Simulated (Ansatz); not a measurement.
Crystal: GaAs.

```
CELL_PARAMETERS angstrom
0.00000 2.82685 2.82685
2.82685 0.00000 2.82685
2.82685 2.82685 0.00000
ATOMIC_POSITIONS crystal
As 0.75000 0.75000 0.75000
Ga 0.00000 0.00000 0.00000
```

Program: Ansatz 0.2.0. Alike in all runs: cell as given. Hardware: 1 thread of Arm Neoverse V2 (shared host).

Question: Order these runs on this cell by their wall time, lowest first.
A. task single point; level PBE; potentials or basis all-electron LAPW, scalar-relativistic; spin off; k mesh 5 × 5 × 5; cutoff (eV) 277; smearing fermi-dirac 0.04 eV; basis error allowed 0.003 eV/atom
B. task projected density of states; level RPBE+D3(BJ)+ATM; potentials or basis all-electron LAPW, relativistic spinors; spin SOC, no magnetisation; k mesh 6 × 6 × 6; cutoff (eV) 291; smearing fermi-dirac 0.1 eV; basis error allowed 0.002 eV/atom
C. task single point; level PBEsol; potentials or basis all-electron LAPW, scalar-relativistic; spin off; k mesh 8 × 8 × 8; cutoff (eV) 316; smearing fermi-dirac 0.05 eV; basis error allowed 0.001 eV/atom

Answer: A (5 s), C (15 s), B (110 s).

Caveats: an odd mesh through Γ misses points on the zone boundary, where band edges often lie (some runs).

Not every run made on this cell is shown here.
